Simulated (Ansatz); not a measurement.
Start from LaAlO3 in the cubic perovskite structure (space group Pm-3m, No. 221; a = 3.812 Å).

The values are results of PBE, PAW, 420 eV (Ansatz, a program for electronic structure; without spin-orbit coupling), not measurements.

Carriers are added at fixed cell with a uniform background; the Fermi–Dirac width is that of 300 K.

One change was made to it. Results:

The Fermi level relative to the doped band's edge (positive inside the band; to 0.05 eV) is +1.85 eV; the gap between the host's bands rises by 0.42 eV (3.50 eV → 3.92 eV); the gap character remains indirect, R → Γ.

**Question.** Which change produced these results?
(A) electrons 2.0×10^22 cm⁻³
(B) holes 2.0×10^22 cm⁻³
(C) holes 5.0×10^21 cm⁻³
(D) holes 7.0×10^21 cm⁻³

**Answer.** A, electrons 2.0×10^22 cm⁻³. For comparison, the Fermi level from band edge in the other runs: holes 5.0×10^21 cm⁻³ gives +0.15 eV; holes 7.0×10^21 cm⁻³ gives +0.15 eV; holes 2.0×10^22 cm⁻³ gives +0.30 eV.

Carriers are added with a uniform compensating background; total energy and stress of such cells depend on the potential's zero and are not compared; many-body gap narrowing is missing at this level. Stability against distortions was not tested. Many cubic perovskites are stable only at high temperature; tilts and polar distortions were not tested.
